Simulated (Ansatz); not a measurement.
# C under changes of volume

One of the cells (5.672 Å³/atom); the others are scaled copies at fixed shape and fractional positions:

```
C
1.0
     0.00000    1.78337    1.78337
     1.78337    0.00000    1.78337
     1.78337    1.78337    0.00000
C
2
Direct
  0.75000 0.75000 0.75000
  0.50000 0.50000 0.50000
```

This isn't the form of C at room conditions, which is graphite.

* Program: Ansatz 0.2.0
* Functional: PBE
* Potentials or basis: SSSP efficiency PAW
* Cutoff: 612 eV
* Density cutoff: 6123 eV
* k mesh: 13 × 13 × 13
* Occupations: fermi-dirac, width 0.05 eV
* Spin: no spin polarisation

```tsv
volume (Å³/atom)	energy over the lowest point (meV/atom)	pressure (GPa)	gap on the mesh (eV)
5.332	35.83	32.9	4.30
5.445	16.55	21.7	4.25
5.558	?	?	?
5.672	0.00	2.3	4.16
5.785	1.43	-6.2	4.12
5.899	8.57	-13.9	4.07
6.012	20.90	-20.9	4.03
```

Task: What does the run at 5.558 Å³/atom give?

Result: Energy over the lowest point 4.83 meV/atom; pressure 11.5 GPa; gap on the mesh 4.20 eV.

Worked out: A Birch-Murnaghan fit of order 3 (a polynomial in V^(-2/3)) to the other rows has its minimum at 5.70 Å³/atom with B0 = V·E''(V) = 434 GPa and B' = 3.8. It gives 4.85 meV/atom at 5.558 Å³/atom, against the run's 4.83, and -dE/dV = 11.6 GPa, against 11.5. A straight line through the other rows of the gap, of slope -2.24 eV per unit of ln V, gives 4.21 eV, against the run's 4.20.

Energies are extrapolated to zero smearing.

Caveats: odd divisions of the mesh miss points on the zone boundary, where band edges often lie, so the gap on the mesh can be too wide.

A mesh can miss the band edges.
